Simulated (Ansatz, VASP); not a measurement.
SiW in VASP and in Ansatz

Contents of INCAR:

```
SYSTEM = SiW
ALGO = Normal
EDIFF = 1E-6
EDIFFG = -0.05
ENCUT = 600
GGA = PS
IBRION = 2
ISIF = 3
ISMEAR = 0
LASPH = .True.
LCHARG = .False.
LREAL = .False.
LWAVE = .False.
NELM = 80
NSW = 100
PREC = Accurate
SIGMA = 0.1
```

KPOINTS

```
k-points
0
Gamma
  6 6 6
  0 0 0
```

POSCAR

```
SiW
1.0
    0.0000000000      2.6254380617      2.6254380617
    2.6254380617      0.0000000000      2.6254380617
    2.6254380617      2.6254380617      0.0000000000
W Si
1 1
Direct
    0.0000000000      0.0000000000      0.0000000000
    0.2500000000      0.2500000000      0.2500000000
```

Input for Ansatz:

```yaml
crystal:
  lattice:
    - [0.0, 2.6254380617, 2.6254380617]
    - [2.6254380617, 0.0, 2.6254380617]
    - [2.6254380617, 2.6254380617, 0.0]
  atoms:
    - { symbol: W, position: [0.0, 0.0, 0.0] }
    - { symbol: Si, position: [0.25, 0.25, 0.25] }
basis:
  ecutwfc: 420
kpoints:
  mp_grid: { grid: [6, 6, 6] }
hamiltonian:
  xc: pbesol
scf:
  occupations: { method: gaussian, width: 0.1 }
output:
  forces: true
  stress: true
  eigenvalues: true
relax:
  adjacent_minimum: "off"
  f_tol: 0.05
  max_steps: 80
  cell: { stress_tol: 0.5 }
```

The cell was built by a generator and needn't be a form met in nature.

Alike in both runs: task relaxation of cell and atoms; functional PBEsol; k mesh 6 × 6 × 6; occupations gaussian, width 0.1 eV; no spin polarisation.

|  | VASP | Ansatz |
| --- | --- | --- |
| version | VASP 6.6.1 | Ansatz 0.2.0 |
| potentials or method | VASP PAW PBE potentials, release 64 (W_sv, Si) | scalar-relativistic, plane waves, PAW |
| plane-wave cutoff (eV) | 600 | 420 |
| valence electrons in the cell | 18 | 18 |

VASP gave:

| Item | Value |
| --- | --- |
| gap on the k mesh at the Fermi level, each at its own relaxed structure (eV) | none |
| relaxed volume (Å³/atom) | 21.15 |
| relaxed cell length with the largest relative difference (Å) | 3.911 |
| energy change over the relaxation (meV/atom) | -207 |

Question: Estimate Ansatz's values.

Answer: gap on the k mesh at the Fermi level, each at its own relaxed structure (eV): none; relaxed volume (Å³/atom): 21.03; relaxed cell length with the largest relative difference (Å): 3.904; energy change over the relaxation (meV/atom): -203.

A gap of «none» marks a metal or a gap that the smearing closes.

Caveats: the volume moved by over 15 % at a fixed basis, so the end points are rough (VASP); the PAW data sets were made with another functional, which shifts forces and pressure a little (VASP). Spin-orbit coupling is left out, which matters for the levels of W.
